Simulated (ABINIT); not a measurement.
# BaO (Fm-3m): G0W0 in ABINIT against the exchange cutoff, part 2 of 2

Aim: move the exchange cutoff of a G0W0 run on BaO (Fm-3m) over a wide range.

ABINIT 10.8.3; PBE and many-body steps on it, plane waves. Known limits of the many-body steps: not at the basis limit; no spin-orbit coupling.

So far. Step 2 (Screening, 6×6×6 mesh, 75 bands, screening to 163.3 eV): Local fields lower ε∞ by 11 %.

The database entry behind the starting cell differs from later determinations by our own check (about 0.7 % short), so it need not match the best structure at ambient conditions.

## (5) 14.4 Ha

Level of this step: G0W0 on PBE, plane waves, norm-conserving pseudopotentials (ABINIT).

The self-energy is evaluated for the states that the input lists, and the levels follow from it, in one-shot runs by the linearised quasiparticle equation.

Input file run.abi:

```
acell 3*1.0 Angstrom
rprim 
  -0.000000000000 2.750000000000 2.750000000000
  2.750000000000 -0.000000000000 2.750000000000
  2.750000000000 2.750000000000 -0.000000000000
ntypat 2
znucl 56 8
natom 2
typat 1 2
xred 
  0.000000000000 0.000000000000 0.000000000000
  0.500000000000 0.500000000000 0.500000000000
pp_dirpath "pseudos"
pseudos "Ba.upf, O.upf"
ecut 36
ngkpt 6 6 6
nshiftk 1
shiftk 0 0 0
kptopt 1
chksymbreak 0
istwfk *1
occopt 1
irdwfk 1
optdriver 4
nband 75
gwcalctyp 0
ecutsigx 14.4
symsigma 1
nkptgw 2
kptgw 
  0.5000000000 0.5000000000 0.0000000000
  0.0000000000 0.0000000000 0.0000000000
bdgw 
  6 10
  6 12
ecuteps 6
irdscr 1
ppmodel 1
indata_prefix "in"
outdata_prefix "out"
tmpdata_prefix "tmp"
```

Command:

```console
OMP_NUM_THREADS=1 mpirun -n 8 abinit run.abi > log
```

What it wrote:

```text
.Version 10.8.3 of ABINIT. v10.8.2 released Aug 2026.

 Symmetries : space group Fm -3 m (#225); Bravais cF (face-center cubic)
[... echo of the input left out ...]
== DATASET  1 ==================================================================
-   mpi_nproc: 8, omp_nthreads: 1 (-1 if OMP is not activated)

--- !DatasetInfo
iteration_state: {dtset: 1, }
dimensions: {natom: 2, nkpt: 16, mband: 75, nsppol: 1, nspinor: 1, nspden: 1, mpw: 2914, }
cutoff_energies: {ecut:  36.0, pawecutdg:  -1.0, }
[...]
Band     E0 <VxcDFT>   SigX SigC(E0)      Z dSigC/dE  Sig(E)    E-E0       E
[...]
11  10.476  -9.827  -4.987  -3.927   0.841  -0.188  -9.059   0.768  11.243
       12  10.476  -9.827  -4.987  -3.927   0.841  -0.188  -9.059   0.768  11.243

== END DATASET(S) ==============================================================
================================================================================

 -outvars: echo values of variables after computation  --------
           etotal      0.0000000000E+00
            nband          75
             nkpt          16
          spgroup         225
 [... the other variables as echoed above ...]

 Calculation completed.
```

Wall time 9.1 s (8 MPI ranks of Intel Xeon Platinum 8488C (Sapphire Rapids), shared host); peak memory 1.5 GiB; 71 s of CPU time.

This step gave:

* G0W0 gap on the points computed: 2.721 eV
* starting gap on the mesh: 1.938 eV
* k of the valence top: 0.5, 0.5, 0
* k of the conduction bottom: 0.5, 0.5, 0
* least direct G0W0 gap on the computed points: 2.721 eV

The gap on the mesh goes from 1.94 eV to 2.72 eV, a correction of +0.78 eV.

## (6) 25.2 Ha

run.abi: that of step 5 with these lines changed.

```diff
@@ -26,3 +26,3 @@
 gwcalctyp 0
-ecutsigx 14.4
+ecutsigx 25.2
 symsigma 1
```

What it wrote:

```text
.Version 10.8.3 of ABINIT. v10.8.2 released Aug 2026.

 Symmetries : space group Fm -3 m (#225); Bravais cF (face-center cubic)
[... echo of the input left out ...]
== DATASET  1 ==================================================================
-   mpi_nproc: 8, omp_nthreads: 1 (-1 if OMP is not activated)

--- !DatasetInfo
iteration_state: {dtset: 1, }
dimensions: {natom: 2, nkpt: 16, mband: 75, nsppol: 1, nspinor: 1, nspden: 1, mpw: 2914, }
cutoff_energies: {ecut:  36.0, pawecutdg:  -1.0, }
[...]
Band     E0 <VxcDFT>   SigX SigC(E0)      Z dSigC/dE  Sig(E)    E-E0       E
[...]
11  10.476  -9.827  -4.987  -3.927   0.841  -0.188  -9.059   0.767  11.243
       12  10.476  -9.827  -4.987  -3.927   0.841  -0.188  -9.059   0.767  11.243

== END DATASET(S) ==============================================================
================================================================================

 -outvars: echo values of variables after computation  --------
           etotal      0.0000000000E+00
            nband          75
             nkpt          16
          spgroup         225
 [... the other variables as echoed above ...]

 Calculation completed.
```

Run time: 8.1 s. Hardware: 8 MPI ranks; peak memory 1.5 GiB; 62 s of CPU time.

Numbers from this step:

```
G0W0 gap on the points computed              : 2.822 eV
starting gap on the mesh                     : 1.938 eV
k of the valence top                         : 0.5, 0.5, 0
k of the conduction bottom                   : 0.5, 0.5, 0
least direct G0W0 gap on the computed points : 2.822 eV
```

Against the run before, the gap moves by +0.101 eV.

## (7) 36 Ha

run.abi: that of step 6 with these lines changed.

```diff
@@ -26,3 +26,3 @@
 gwcalctyp 0
-ecutsigx 25.2
+ecutsigx 36
 symsigma 1
```

What it wrote:

```text
.Version 10.8.3 of ABINIT. v10.8.2 released Aug 2026.

 Symmetries : space group Fm -3 m (#225); Bravais cF (face-center cubic)
[... echo of the input left out ...]
== DATASET  1 ==================================================================
-   mpi_nproc: 8, omp_nthreads: 1 (-1 if OMP is not activated)

--- !DatasetInfo
iteration_state: {dtset: 1, }
dimensions: {natom: 2, nkpt: 16, mband: 75, nsppol: 1, nspinor: 1, nspden: 1, mpw: 2914, }
cutoff_energies: {ecut:  36.0, pawecutdg:  -1.0, }
[...]
Band     E0 <VxcDFT>   SigX SigC(E0)      Z dSigC/dE  Sig(E)    E-E0       E
[...]
11  10.476  -9.827  -4.987  -3.927   0.841  -0.188  -9.059   0.767  11.243
       12  10.476  -9.827  -4.987  -3.927   0.841  -0.188  -9.059   0.767  11.243

== END DATASET(S) ==============================================================
================================================================================

 -outvars: echo values of variables after computation  --------
           etotal      0.0000000000E+00
            nband          75
             nkpt          16
          spgroup         225
 [... the other variables as echoed above ...]

 Calculation completed.
```

Wall time 9 s (8 MPI ranks); peak memory 1.5 GiB; 70 s of CPU time.

Numbers from this step:

```yaml
g0w0_gap_on_the_points_computed: 2.836 eV
starting_gap_on_the_mesh: 1.938 eV
k_of_the_valence_top: 0.5, 0.5, 0
k_of_the_conduction_bottom: 0.5, 0.5, 0
least_direct_g0w0_gap_on_the_computed_points: 2.836 eV
```

Against the run before, the gap moves by +0.014 eV.

## (8) The runs together

Times are wall times on 8 MPI ranks of Intel Xeon Platinum 8488C (Sapphire Rapids), shared host, good to a factor of about two. A run's time includes the screening step that it read.

```csv
run,mesh,bands,screening cutoff (eV),DFT gap (eV),gap on the mesh (eV),direct (eV),ε∞ used,time
3.6 Ha,6×6×6,75,163.3,1.938,1.188,1.188,4.02,46 s
7.2 Ha,6×6×6,75,163.3,1.938,2.282,2.282,4.02,49 s
14.4 Ha,6×6×6,75,163.3,1.938,2.721,2.721,4.02,51 s
25.2 Ha,6×6×6,75,163.3,1.938,2.822,2.822,4.02,50 s
36 Ha,6×6×6,75,163.3,1.938,2.836,2.836,4.02,51 s
```

## (9) Summary of results

| Quantity | Value |
| --- | --- |
| 3.6 Ha | 1.188 eV |
| 7.2 Ha | 2.282 eV |
| 14.4 Ha | 2.721 eV |
| 25.2 Ha | 2.822 eV |
| 36 Ha | 2.836 eV |
| known limits | not at the basis limit; no spin-orbit coupling |

In words: The setting moved: exchange cutoff. From 3.6 Ha to 36 Ha the gap moves by +1.65 eV. The last step still moves it by +0.014 eV. Bands and screening cutoff are coupled, so a series along one setting does not show full convergence. Below the screening cutoff the correlation part is cut too. Bands and cutoff are finite, so the gap is not at the basis limit. The miss can reach some tenths of an eV and take either sign; the mesh is an error of its own. In the G0W0 runs levels were corrected at 2 k points alone, so a gap called «on the mesh» is the least over those, and an edge elsewhere would be missed. The many-body steps are scalar-relativistic: spin-orbit coupling is not in them.

[Paths, hosts, dates, memory and timing lines, banners, echoed tables and standing remarks are left out of the program output.]

[Logs are printed without paths, hosts, clocks, repeated set-up lines and the standing remarks that a program may print on its own settings, such as how far it seeks lower states.]

[Runs of the session that timed out or met a known fault of the program may be left out.]

[Hosts, paths, dates, database ids (printed as entryN), source tags and the programs' standing remarks are cut or masked in the printed files.]

[G0W0 gaps are taken among the corrected bands and points alone; a level outside them can change the order at an edge.]

[Where Ansatz stands beside ABINIT at settings called matched, ABINIT's density can come from a denser mesh and the files from another edition; pairs whose starting gaps differed by over 0.03 eV were left out, so agreement reads better than it is.]
